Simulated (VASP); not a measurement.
Write the native input for VASP 6.6.1 that does the following.

```
Task                   : relaxation of the atoms
Functional             : PBE
Potentials or basis    : VASP PAW PBE potentials, release 64 (Hg, Te)
Cutoff                 : 300 eV
k mesh                 : 5 × 5 × 5
Occupations            : gaussian, width 0.03 eV
Spin                   : no spin polarisation
Further INCAR settings : ALGO = Normal; EDIFF = 1e-07; IBRION = 2; EDIFFG = -0.01; NSW = 40
```

The structure of HgTe (Coloradoite) lies in POSCAR:

```
HgTe                                    
1.0
    0.0000000000      3.3227615268      3.3227615268
    3.3227615268     -0.0000000000      3.3227615268
    3.3227615268      3.3227615268     -0.0000000000
  Hg              Te            
     1     1
Direct
     1.0000000000000000    1.0000000000000000    1.0000000000000000
     0.2500000000000000    0.2500000000000000    0.2500000000000000
```

The input as run:

INCAR

```
ALGO = Normal
EDIFF = 1E-7
EDIFFG = -0.01
ENCUT = 300
GGA = PE
IBRION = 2
ISIF = 2
ISMEAR = 0
LASPH = True
LCHARG = False
LREAL = False
LWAVE = False
NELM = 80
NSW = 40
PREC = Accurate
SIGMA = 0.03
```

KPOINTS

```
k-points
0
Gamma
  5 5 5
```

Potentials or basis: VASP PAW PBE potentials, release 64 (Hg, Te).

The run is started by

```console
$ cat potpaw_PBE.64/Hg/POTCAR potpaw_PBE.64/Te/POTCAR > POTCAR
$ mpirun -np 1 vasp_std > vasp.out
```

It gave:

```yaml
Pressure_after_relaxing: 0.0 GPa
Band_gap_on_the_k_mesh: none (metal or under the smearing width)
```

Caveat: the relaxation stopped at its first step, so nothing moved.

It took 13 s on 1 thread of Intel(R) Xeon(R) Platinum 8375C CPU @ 2.90GHz (Ice Lake), on a shared host, peak memory 0.15 GiB.
